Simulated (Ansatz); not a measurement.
## Sc in Ansatz: the effect of strain

Sc:

```
CELL_PARAMETERS angstrom
3.17664 0.00000 0.00000
-1.58832 2.75105 0.00000
0.00000 0.00000 5.27330
ATOMIC_POSITIONS crystal
Sc 0.66667 0.33333 0.75000
Sc 0.33333 0.66667 0.25000
```

Alike in all runs:

| Item | Value |
| --- | --- |
| Program | Ansatz 0.2.0 |
| Task | single point |
| Functional | PBE |
| Potentials or basis | Ansatz PAW |
| Cutoff | 420 eV (not typed: the program's choice for these potentials) |
| k mesh | 8 × 8 × 4 |
| Occupations | fermi-dirac, width 0.05 eV |
| Spin | no spin polarisation |
| Kind of strain | biaxial |

```tsv
strain	pressure (GPa)
-0.04	4.3
-0.02	?
-0.01	0.3
0	-0.8
0.01	-1.8
0.02	-2.7
0.04	-4.4
```

Question: What does the run with strain -0.02 give?

Answer: Pressure 1.5 GPa.

Worked out: A parabola through the other rows of the pressure, of slope -127 GPa per unit of strain there, gives 1.6 GPa, against the run's 1.5.
